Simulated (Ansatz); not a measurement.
# GaAs (P-6m2) in Ansatz: a series of runs

One crystal, GaAs, is run at these levels: PBE; tasks: single point.

Program: Ansatz 0.2.0. These are calculated values, not measurements. Logs are shortened: lines on timing, memory, paths and dates and some standing lists are left out, and cuts for length are marked.

## 1. Starting point

The structure is hexagonal, space group P-6m2 (No. 187). The conventional cell has a = 3.606 Å, b = 3.606 Å, c = 3.573 Å, α = 90.00°, β = 90.00°, γ = 120.00°. Ga (site symmetry -6m2) is surrounded by 6 As at 2.74 Å. As (site symmetry -6m2) has 6 Ga at 2.74 Å as nearest neighbours.

The cell was built by a generator and needn't be a form met in nature.

## 2. Single point, PBE

input.yaml reads:

```yaml
crystal:
  lattice:
    - [3.60640121, 0.0, 0.0]
    - [-1.8032006, 3.12323506, 0.0]
    - [0.0, 0.0, 3.57319416]
  atoms:
    - { symbol: Ga, position: [0.33333333, 0.66666667, 0.5] }
    - { symbol: As, position: [0.0, 0.0, 0.0] }
hamiltonian:
  xc: pbe
  pseudopotentials: { kind: paw }
kpoints:
  mp_grid: { grid: [9, 9, 8] }
scf:
  occupations: { method: gaussian, width: 0.018 }
output:
  forces: true
  stress: true
  eigenvalues: true
```

Potentials or basis: Ansatz PAW.

Started as:

```console
$ ansatz run input.yaml --threads 2 --pin off --max-ram 5632MiB --backend cpu --events-out ev --progress --plain --runs-dir out
```

The program printed:

```text
Warning: RAYON_NUM_THREADS=2 ignored (pool sized by the plan → 2); use --threads N
Engine: ansatz 0.2.0, x86_64-unknown-linux-gnu
Pseudopotentials: kind: paw
Pseudopotential: Ga, paw, valence charge 13, recommended cutoff 420 eV (normal), Ga.paw.azcp
Pseudopotential: As, paw, valence charge 15, recommended cutoff 420 eV (normal), As.paw.azcp
Functional definition: PBE
  parameter kappa = 0.804
  parameter beta = 0.06672455060314922
  exchange = pbe_x(kappa = kappa, mu = beta*pi^2/3)
  correlation = pbe_c(beta = beta)
Crystal: 2 atoms, lattice volume = 40.247 Å³
Basis set: ecut = 420 eV, 767 PW (Γ), exchange–correlation on 50×50×48 points (8 copies of the dense FFT grid, shifted against one another)
Bands: 18, of which v1, the nominal top of the filled ones, is band 14 counted from 1 (13 counted from 0)
Symmetry: 12 space group operations
Space group: P-6m2 (ITA 187), of the structure as read, at distance tolerance 3.4e-5 Å
k-points: 60 of 648 (time reversal used)
Non-local potential: Ga, projectors of the file, l = 0: 2, l = 1: 2, l = 2: 3, l = 3: 1
Non-local potential: As, projectors of the file, l = 0: 2, l = 1: 2, l = 2: 3, l = 3: 1
PAW form: soft (Blöchl's): semilocal exchange-correlation on the pseudo side does not see the compensation charge
PAW one-centre angular grid: Ga, 590 points (default); XC on 64 Gauss nodes
PAW one-centre angular grid: As, 590 points (default); XC on 64 Gauss nodes
Initial density: superposition of atomic densities (neutral atoms: chi_scale 0, normalization atom), corrected by the library's trained network
Initial wavefunctions: pseudopotential atomic-orbital guess
Functional: x = pbe(κ = 0.804, μ = 0.2195149727645171), c = pbe(β = 0.06672455060314922)
SCF iter   1: F=—  HF=-8638.975532 eV  |F-HF|=—  |Δ(HF+E_count)|=         —  Δρ=2.76e-3  dr2=3.30e-3  ethr=1.77e-3  ⟨swp⟩=6.0  Hψ=4979  notcnv=0
preconditioner: auto → none  [insulator: Δε(μ)=0.082 eV  Ē_g=14.981 eV  σ=0.018 eV  W_gap=0.71  n_scr=8 (ndim 8)  ℏωp=24.8 eV  f_vac=0.000  D(μ)=2.07/eV (n_scr^D=20)  ε∞_Penn≈3.7]
SCF iter   2: F=—  HF=-8638.974661 eV  |F-HF|=—  |Δ(HF+E_count)|=   8.71e-4  Δρ=1.29e-3  dr2=3.26e-4  ethr=1.18e-5  ⟨swp⟩=2.3  Hψ=1978  notcnv=0  defer=21
SCF iter   3: F=—  HF=-8638.974793 eV  |F-HF|=—  |Δ(HF+E_count)|=   1.32e-4  Δρ=4.45e-4  dr2=4.66e-5  ethr=1.16e-6  ⟨swp⟩=2.0  Hψ=1682  notcnv=0  defer=21
SCF iter   4: F=—  HF=-8638.974820 eV  |F-HF|=—  |Δ(HF+E_count)|=   2.69e-5  Δρ=1.79e-4  dr2=4.84e-6  ethr=1.66e-7  ⟨swp⟩=2.0  Hψ=1588  notcnv=0  defer=21
SCF iter   5: F=—  HF=-8638.974828 eV  |F-HF|=—  |Δ(HF+E_count)|=   7.56e-6  Δρ=1.76e-5  dr2=8.54e-8  ethr=1.73e-8  ⟨swp⟩=2.0  Hψ=1588  notcnv=0  defer=21
SCF iter   6: F=-8638.974828 eV  HF=-8638.974828 eV  |F-HF|=3.54e-9  |Δ(HF+E_count)|=   4.34e-8  Δρ=3.57e-6  dr2=2.56e-9  ethr=3.05e-10  ⟨swp⟩=5.7  Hψ=4734  notcnv=0
SCF 1 converged in 6 iterations: F = -8638.974828 eV  dr2 = 2.56e-9
SCF converged after 6 iterations
Free energy (F): -8638.974828 eV
Harris-Foulkes:  -8638.974828 eV  (|F-HF|=3.54e-9)
Internal energy: -8638.974504 eV  (E = F + TS)
E sigma→0 (E₀):  -8638.974666 eV
Entropy (-TS):   -0.000324 eV (-0.162 meV/atom)
Fermi energy:    9.848417 eV
--- Per-component energies (eV) ---
  E_band       = -268.160862
  E_kinetic    = 216.938656
  E_local      = -3450.230592  (includes V_loc(G=0)·N_el)
  E_nonlocal   = -247.378950
  E_hartree    = 1762.432410
  E_xc         = -148.068410
  E_vxc        = -136.760432  (∫ρ·V_xc dr)
  E_paw        = -3821.826897  (= ΣΔE_a)
  E_vpaw       = -175.596620  (= ΣTr[D̂ρ^β])
  E_aug_tail   = -0.000100  (compensation charges beyond the density's cutoff)
  E_ewald      = -2950.840621
  E_smearing   = -0.000324  (= −TS)
  E_closure    = -0.000000  (closes the sum)
  Σ components = -8638.974828   (vs F -8638.974828, Δ=0.00e0)
--- Forces (eV/Å), atoms counted from 1 ---
  atom   1  Ga    -0.00000000     0.00000000     0.00000000
  atom   2  As     0.00000000     0.00000000     0.00000000
  max |Σ_I F_I| component: 1.11e-16 eV/Å
--- Stress (GPa, compression-positive) ---
        0.559698      -0.000000       0.000000
        0.000000       0.559698       0.000000
        0.000000       0.000000      -2.762194
  P = ⅓ Tr σ = -0.5476 GPa (-5.476 kbar)
--- Band table (eV; the first three rows and the last of 60) ---
  k-point 0: bands = ["-25.7212", "-25.7177", "-25.7177", "-25.7141", "-25.7141", "-4.8609", "-4.8547", "-4.8547", "-4.8013", "-4.8013", "-3.1900", "8.2664", "8.4144", "10.3428", "10.3428", "15.0859", "15.0859", "15.1098"]
  k-point 1: bands = ["-25.7204", "-25.7179", "-25.7179", "-25.7141", "-25.7141", "-4.8535", "-4.8535", "-4.8504", "-4.8051", "-4.8051", "-3.0362", "6.0796", "10.4366", "10.4754", "10.4754", "15.1930", "15.1930", "15.7371"]
  k-point 2: bands = ["-25.7185", "-25.7184", "-25.7184", "-25.7141", "-25.7141", "-4.8506", "-4.8506", "-4.8270", "-4.8143", "-4.8143", "-2.5908", "4.0003", "10.8365", "10.8365", "12.0256", "15.4406", "15.4406", "17.0374"]
  k-point 59: bands = ["-25.7207", "-25.7204", "-25.7133", "-25.7117", "-25.7113", "-4.9348", "-4.8675", "-4.8398", "-4.8184", "-4.7572", "0.5491", "5.6657", "5.8111", "6.0117", "7.6786", "9.5943", "18.6596", "20.1815"]
```

It took 4.1 s on 2 threads of Intel Xeon at 2.50GHz (Skylake/Cascade Lake), shared host; peak memory 0.38 GiB.

What came out:

* Free energy: -8638.9748 eV
* Pressure: -0.5 GPa
* Band gap on the k mesh: none (metal or under the smearing width)

Stress tensor (GPa, compression positive):
```
 0.56  0.00  0.00
 0.00  0.56  0.00
 0.00  0.00 -2.76
```

## 3. Single point, PBE

input.yaml: that of step 2 with these lines changed.

```diff
@@ -14,3 +14,3 @@
 scf:
-  occupations: { method: gaussian, width: 0.018 }
+  occupations: { method: gaussian, width: 0.019 }
 output:
@@ -19 +19,5 @@
   eigenvalues: true
+  write_density: true
+  write_potential: true
+  elf: true
+  volumetric_format: npy
```

Potentials or basis: Ansatz PAW.

Started as:

```console
$ ansatz run input.yaml --threads 2 --pin off --max-ram 5632MiB --backend cpu --events-out ev --progress --plain --runs-dir out
```

Run time: 5.2 s. Hardware: 2 threads of Intel Xeon at 2.50GHz (Skylake/Cascade Lake), shared host; peak memory 0.39 GiB.

It converged, with:

- Free energy: -8638.9748 eV
- Pressure: -0.5 GPa
- Band gap on the k mesh: none (metal or under the smearing width)

Stress tensor (GPa, compression positive):
```
 0.56  0.00  0.00
 0.00  0.56  0.00
 0.00  0.00 -2.76
```

Levels at points of the mesh, in eV from the Fermi level:
```tsv
k point	band 10	band 11	band 12	band 13	band 14	band 15	band 16	band 17	band 18
(0.00, 0.00, 0.00)	-14.65	-13.04	-1.58	-1.43	0.49	0.49	5.24	5.24	5.26
(0.00, 0.00, -0.50)	-14.65	-11.41	-8.24	1.66	1.66	4.53	4.99	5.67	5.67
```

## 4. Single point, PBE

input.yaml: that of step 3 with these lines changed.

```diff
@@ -14,3 +14,3 @@
 scf:
-  occupations: { method: gaussian, width: 0.019 }
+  occupations: { method: gaussian, width: 0.02 }
 output:
@@ -19,5 +19 @@
   eigenvalues: true
-  write_density: true
-  write_potential: true
-  elf: true
-  volumetric_format: npy
```

Started as:

```console
$ ansatz run input.yaml --threads 2 --pin off --max-ram 5632MiB --backend cpu --events-out ev --progress --plain --runs-dir out
```

Wall time 3.9 s (2 threads of Intel Xeon at 2.50GHz (Skylake/Cascade Lake), shared host); peak memory 0.38 GiB.

Results (log left out):

| Quantity | Value |
| --- | --- |
| Free energy | -8638.9749 eV |
| Pressure | -0.5 GPa |
| Band gap on the k mesh | none (metal or under the smearing width) |

Stress tensor (GPa, compression positive):
```
 0.56  0.00  0.00
 0.00  0.56  0.00
 0.00  0.00 -2.76
```

Levels at points of the mesh, in eV from the Fermi level:
| k point | band 12 | band 13 | band 14 | band 15 | band 16 | band 17 |
| --- | --- | --- | --- | --- | --- | --- |
| (0.00, 0.00, 0.00) | -1.58 | -1.43 | 0.49 | 0.49 | 5.24 | 5.24 |
| (0.00, 0.00, -0.50) | -8.24 | 1.66 | 1.66 | 4.53 | 4.99 | 5.66 |

## 5. Single point, PBE

input.yaml: that of step 4 with these lines changed.

```diff
@@ -14,3 +14,3 @@
 scf:
-  occupations: { method: gaussian, width: 0.02 }
+  occupations: { method: gaussian, width: 0.021 }
 output:
```

Started as:

```console
$ ansatz run input.yaml --threads 2 --pin off --max-ram 5632MiB --backend cpu --events-out ev --progress --plain --runs-dir out
```

It took 3.9 s on 2 threads of Intel Xeon at 2.50GHz (Skylake/Cascade Lake), shared host; peak memory 0.38 GiB.

Results (log left out):

- Free energy: -8638.9749 eV
- Pressure: -0.5 GPa
- Band gap on the k mesh: none (metal or under the smearing width)

Stress tensor (GPa, compression positive):
```
 0.56  0.00  0.00
 0.00  0.56  0.00
 0.00  0.00 -2.76
```

Levels at points of the mesh, in eV from the Fermi level:
```
            k point  band 10  band 11  band 12  band 13  band 14  band 15  band 16  band 17  band 18
 (0.00, 0.00, 0.00)   -14.65   -13.04    -1.58    -1.44     0.49     0.49     5.24     5.24     5.26
(0.00, 0.00, -0.50)   -14.65   -11.41    -8.24     1.66     1.66     4.53     4.99     5.66     5.66
```

## 6. Summary

```tsv
smearing	gap on the mesh (eV)	pressure (GPa)
gaussian 0.018 eV	none	-0.5
gaussian 0.019 eV	none	-0.5
gaussian 0.02 eV	none	-0.5
gaussian 0.021 eV	none	-0.5
```

Alike in all rows: task single point; level PBE; potentials or basis Ansatz PAW; no spin polarisation; cell as given; k mesh 9 × 9 × 8; cutoff (eV) 420.

Every run on the cell as given and a fine mesh finds a metal.

Absolute energies hang on the potentials; compare differences alone.
